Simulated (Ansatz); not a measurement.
MnS:

```xyz
4
Lattice="3.9536 0.0000 0.0000 -1.9768 3.4239 0.0000 0.0000 0.0000 6.3425" Properties=species:S:1:pos:R:3 pbc="T T T"
Mn    1.9768    1.1413    3.1639
Mn    0.0000    2.2826    6.3352
S     0.0000    2.2826    3.9714
S     1.9768    1.1413    0.8001
```

The cell is a database's computed one.

Base run:

| Property | Result |
| --- | --- |
| Program | Ansatz 0.2.0 |
| Functional | PBEsol |
| Potentials or basis | Ansatz PAW |
| Cutoff | 420 eV (not typed: the program's choice for these potentials) |
| k mesh | 7 × 7 × 4 |
| Occupations | fermi-dirac, width 0.05 eV |
| Spin | collinear spin, ferromagnetic start |
| Starting moments | [2.0, 2.0, 0.0, 0.0] μB |
| Fixed moment | 4 μB |

Its results: pressure -19.1 GPa; site moments Mn +1.97; S -0.11 μB; largest force 0.033 eV/Å.

Question: After a change of settings the same cell gave: pressure 0.4 GPa; site moments Mn +4.13; S +0.14 μB; largest force 0.272 eV/Å. Which change was it?
A. fixed moment from 4 μB to 8 μB; moments at the start from [2.0, 2.0, 0.0, 0.0] to [4.0, 4.0, 0.0, 0.0]
B. fixed moment from 4 μB to 10 μB; moments at the start from [2.0, 2.0, 0.0, 0.0] to [5.0, 5.0, 0.0, 0.0]
C. fixed moment from 4 μB to 2 μB; moments at the start from [2.0, 2.0, 0.0, 0.0] to [1.0, 1.0, 0.0, 0.0]
D. fixed moment from 4 μB to 16 μB; moments at the start from [2.0, 2.0, 0.0, 0.0] to [8.0, 8.0, 0.0, 0.0]

Answer: B.

Caveats: the total moment is fixed, so each spin has its own Fermi level; only a ferromagnetic start was run, and an antiferromagnetic order may lie lower in energy; the PAW data sets come from PBE, with cores solved anew for the run's functional, which leaves a small shift of forces and pressure; the thresholds are loose for stress.
